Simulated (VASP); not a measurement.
# In (Im-3m) in VASP: notebook, part 2 of 2

VASP 6.6.1. The steps go on from the part before.

**5. Single point, PBE**

File INCAR:

```
SYSTEM = In
PREC = Accurate
ENCUT = 520
EDIFF = 1E-6
ISMEAR = 0
SIGMA = 0.02
LREAL = .False.
LASPH = .True.
NELM = 80
ALGO = Fast
ISIF = 2
LWAVE = .False.
LCHARG = .False.
GGA = PE
NBANDS = 12
```

File KPOINTS:

```
Automatic mesh
0
Gamma
  10 10 10
  0 0 0
```

File POSCAR:

```
In
3.2606
   -0.577355468319      0.577355468319      0.577355468319
    0.577355468319     -0.577355468319      0.577355468319
    0.577355468319      0.577355468319     -0.577355468319
In
1
Direct
    0.0000000000      0.0000000000      0.0000000000
```

Potentials or basis: VASP PAW PBE potentials, release 54 (In_d).

Run with:

```bash
> cat potpaw_PBE.54/In_d/POTCAR > POTCAR
> mpirun -np 1 vasp_std > vasp.out
```

OUTCAR:

```text
SYSTEM = In
   PREC = Accurate
   ENCUT = 520
   EDIFF = 1E-6
   ISMEAR = 0
   LREAL = .False.
   LASPH = .True.
   NELM = 80
   ISIF = 2
   GGA = PE

 ion  position               nearest neighbor table
   1  0.000  0.000  0.000-

  LATTYP: Found a body centered cubic cell.
 ALAT       =     3.7650504800

  Lattice vectors:

 A1 = (  -1.8825252400,   1.8825252400,   1.8825252400)
 A2 = (   1.8825252400,  -1.8825252400,   1.8825252400)
 A3 = (   1.8825252400,   1.8825252400,  -1.8825252400)

Analysis of symmetry for initial positions (statically):
=====================================================================
 Subroutine PRICEL returns:
 Original cell was already a primitive cell.

 Routine SETGRP: Setting up the symmetry group for a
 body centered cubic supercell.

 Subroutine GETGRP returns: Found 48 space group operations
 (whereof 48 operations were pure point group operations)
 out of a pool of 48 trial point group operations.

The static configuration has the point symmetry O_h .

Analysis of symmetry for dynamics (positions and initial velocities):
[... 183 lines left out ...]
 val. band max:        7.2317012673   @ k =   0.2000   0.2000   0.2000
 cond. band min:       7.2633326492   @ k =   0.3000   0.3000   0.0000
 fundamental gap:      0.0316313818
 Fermi energy:         7.2588405662

 k-point     1 :       0.0000    0.0000    0.0000
  band No.  band energies     occupation
      1      -7.3616      2.00000
      2      -7.3616      2.00000
      3      -7.3616      2.00000
      4      -7.0976      2.00000
      5      -7.0976      2.00000
      6      -2.1025      2.00000
      7      18.2018      0.00000
      8      18.2018      0.00000
      9      18.2018      0.00000
     10      20.2488      0.00000
     11      20.2488      0.00000
     12      20.2488      0.00000
[... 571 lines left out ...]
 k-point    40 :      -0.4000   -0.4000    0.2000
  band No.  band energies     occupation
      1      -7.3270      2.00000
      2      -7.3270      2.00000
      3      -7.2536      2.00000
      4      -7.0135      2.00000
      5      -7.0135      2.00000
      6       5.2273      2.00000
      7       6.8820      2.00000
      8       6.8820      2.00000
      9      14.3274      0.00000
     10      16.4556      0.00000
     11      16.4556      0.00000
     12      20.5854      0.00000

 [... further k-points ...]
[... 5 lines left out ...]
  --------------------------------------------------------------------------------------
  -------------------------------------------------------------------------------------
  Total        0.2618497      0.2618497      0.2618497     -0.0000000     -0.0000000     -0.0000000
  in kB       15.7210052     15.7210052     15.7210052     -0.0000000     -0.0000000     -0.0000000
  external PRESSURE =      15.7210052 kB  Pullay stress =       0.0000000 kB

 VOLUME and BASIS-vectors are now :
 -----------------------------------------------------------------------------
  energy-cutoff  :      520.00
  volume of cell :       26.69
      direct lattice vectors                 reciprocal lattice vectors
    -1.882525240  1.882525240  1.882525240     0.000000000  0.265600689  0.265600689
     1.882525240 -1.882525240  1.882525240     0.265600689  0.000000000  0.265600689
     1.882525240  1.882525240 -1.882525240     0.265600689  0.265600689  0.000000000

 POSITION                                       TOTAL-FORCE (eV/Angst)
 -----------------------------------------------------------------------------------
      0.00000      0.00000      0.00000         0.000000     -0.000000     -0.000000
 -----------------------------------------------------------------------------------
    total drift:                                0.000000      0.000000      0.000000

  FREE ENERGIE OF THE ION-ELECTRON SYSTEM (eV)
  ---------------------------------------------------
  free  energy   TOTEN  =        -2.5476137759 eV

  energy  without entropy=       -2.5468745429  energy(sigma->0) =       -2.54724416
```

OSZICAR:

```text
N       E                     dE             d eps       ncg     rms          rms(c)
DAV:   1     0.772253544991E+02    0.77225E+02   -0.63266E+03  1156   0.136E+03
DAV:   2     0.125470871412E+01   -0.75971E+02   -0.73965E+02  1200   0.290E+02
DAV:   3    -0.248303230276E+01   -0.37377E+01   -0.37294E+01  1380   0.641E+01
DAV:   4    -0.257098571711E+01   -0.87953E-01   -0.87924E-01  1444   0.977E+00
DAV:   5    -0.257437988459E+01   -0.33942E-02   -0.33941E-02  1472   0.166E+00    0.219E+00
RMM:   6    -0.255210104815E+01    0.22279E-01   -0.28380E-02  1381   0.264E+00    0.117E+00
RMM:   7    -0.254772360931E+01    0.43774E-02   -0.11239E-02  1325   0.136E+00    0.245E-01
RMM:   8    -0.254753892599E+01    0.18468E-03   -0.16247E-03  1515   0.630E-01    0.532E-02
RMM:   9    -0.254760116655E+01   -0.62241E-04   -0.56329E-04  1690   0.253E-01    0.552E-02
RMM:  10    -0.254760728043E+01   -0.61139E-05   -0.17096E-04  1536   0.232E-01    0.657E-03
RMM:  11    -0.254761360820E+01   -0.63278E-05   -0.69143E-05  1741   0.896E-02    0.125E-02
RMM:  12    -0.254761350222E+01    0.10598E-06   -0.12062E-05  1581   0.424E-02    0.313E-02
RMM:  13    -0.254761377594E+01   -0.27372E-06   -0.33255E-06  1034   0.158E-02
   1 F= -.25476138E+01 E0= -.25472442E+01  d E =-.739233E-03
```

Run time: 12 s. Hardware: 1 thread of Intel Xeon Platinum 8375C at 2.90GHz (Ice Lake), shared host; peak memory 0.13 GiB.

Results:

* Free energy: -2.5476 eV
* Pressure: 1.6 GPa
* Band gap on the k mesh: none (metal or under the smearing width)

Levels at points of the mesh, in eV from the Fermi level:
```tsv
k point	band 3	band 4	band 5	band 6	band 7	band 8	band 9	band 10
(0.00, 0.00, 0.00)	-14.62	-14.36	-14.36	-9.36	10.94	10.94	10.94	12.99
(0.50, 0.00, 0.00)	-14.37	-14.36	-14.19	-3.88	-3.06	5.88	7.31	10.05
(0.50, 0.50, 0.50)	-14.23	-14.23	-14.23	0.94	1.31	1.31	1.31	5.29
```

**6. Single point, PBE**

File run.py:

```python
from ase.calculators.vasp import Vasp
from ase.dft.bandgap import bandgap
from ase.spacegroup import crystal

atoms = crystal(
    ['In'],
    basis=[[0.0, 0.0, 0.0]],
    spacegroup=229,
    setting=1,
    cellpar=[3.76505048, 3.76505048, 3.76505048, 90.0, 90.0, 90.0],
    primitive_cell=True,
)
calc = Vasp(
    directory='calc',
    xc='pbe',
    pp='PBE',
    setups='recommended',
    pp_version='54',
    prec='Accurate',
    encut=520,
    ediff=1e-07,
    ismear=0,
    sigma=0.02,
    lreal=False,
    lasph=True,
    nelm=60,
    algo='Fast',
    isif=2,
    lwave=False,
    lcharg=True,
    lelf=True,
    lvhar=True,
    kpts=[10, 10, 10],
    gamma=True,
)
atoms.calc = calc

print('energy (eV):', atoms.get_potential_energy())
print('free energy (eV):', atoms.get_potential_energy(force_consistent=True))
print('forces (eV/A):')
print(atoms.get_forces())
print('stress (eV/A^3, Voigt):', atoms.get_stress())
print('Fermi level (eV):', calc.get_fermi_level())
gap, top, bottom = bandgap(calc)
print('band gap (eV):', gap, 'from (spin, k, band)', top, 'to', bottom)
```

Potentials or basis: VASP PAW PBE potentials, release 54 (In_d).

Run with:

```bash
> python run.py
```

Run time: 27 s. Hardware: 1 thread of Intel Xeon Platinum 8375C at 2.90GHz (Ice Lake), shared host; peak memory 0.13 GiB.

The run converged. Its results:

| Item | Value |
| --- | --- |
| Free energy | -2.5476 eV |
| Pressure | 1.5 GPa |
| Band gap on the k mesh | none (metal or under the smearing width) |

Levels at points of the mesh, in eV from the Fermi level:
```csv
k point,band 3,band 4,band 5,band 6,band 7,band 8,band 9,band 10
"(0.00, 0.00, 0.00)",-14.62,-14.35,-14.35,-9.36,10.94,10.94,10.94,12.99
"(0.50, 0.00, 0.00)",-14.37,-14.36,-14.19,-3.88,-3.06,5.88,7.31,10.06
"(0.50, 0.50, 0.50)",-14.23,-14.23,-14.23,0.94,1.31,1.31,1.31,5.29
```

**7. For comparison**

An earlier run on the cell as given: functional PBEsol; potentials or basis VASP PAW PBE potentials, release 64 (In_d); cutoff 520 eV; k mesh 10 × 10 × 10; occupations fermi-dirac, width 0.05 eV; no spin polarisation.

- Pressure: -1.4 GPa
- Band gap on the k mesh: none (metal or under the smearing width)

**8. Overview**

```tsv
task	level	potentials or basis	spin	cell	k mesh	cutoff (eV)	smearing	grid for exact exchange (PRECFOCK)	ladder	other keys	mesh quality	gap on the mesh (eV)	pressure (GPa)
single point	RPBE	VASP PAW PBE potentials, release 54 (In_d)	off	as given	10 × 10 × 10	520	gaussian 0.1 eV	-	-	-	not flagged	none	3.0
relaxation of the atoms	HSEsol	VASP PAW PBE potentials, release 64 (In)	collinear, ferromagnetic start	atoms relaxed from: cell strained at random at fixed volume	5 × 5 × 5	500	methfessel-paxton 0.2 eV	Fast	-	-	coarse	none	-2.8
relaxation of cell and atoms	r2SCAN	VASP PAW PBE potentials, release 64 (In_d)	SOC, no magnetisation	relaxed	7 × 7 × 7	600	fermi-dirac 0.02 eV	-	-	LASPH = no; MAXMIX = 40	not flagged	-	0.0
single point	PBE	VASP PAW PBE potentials, release 54 (In_d)	off	as given	10 × 10 × 10	520	gaussian 0.02 eV	-	-	-	not flagged	none	1.5
single point	PBEsol	VASP PAW PBE potentials, release 64 (In_d)	off	as given	10 × 10 × 10	520	fermi-dirac 0.05 eV	-	free	-	not flagged	none	-1.4
```

Caveats: some runs use coarse meshes; the PAW data sets were made with another functional, which shifts forces and pressure a little (some runs); the relaxation stopped at its first step, so nothing moved (some runs).

Total energies depend on the potentials used, so only differences within one code and one set of settings carry meaning.
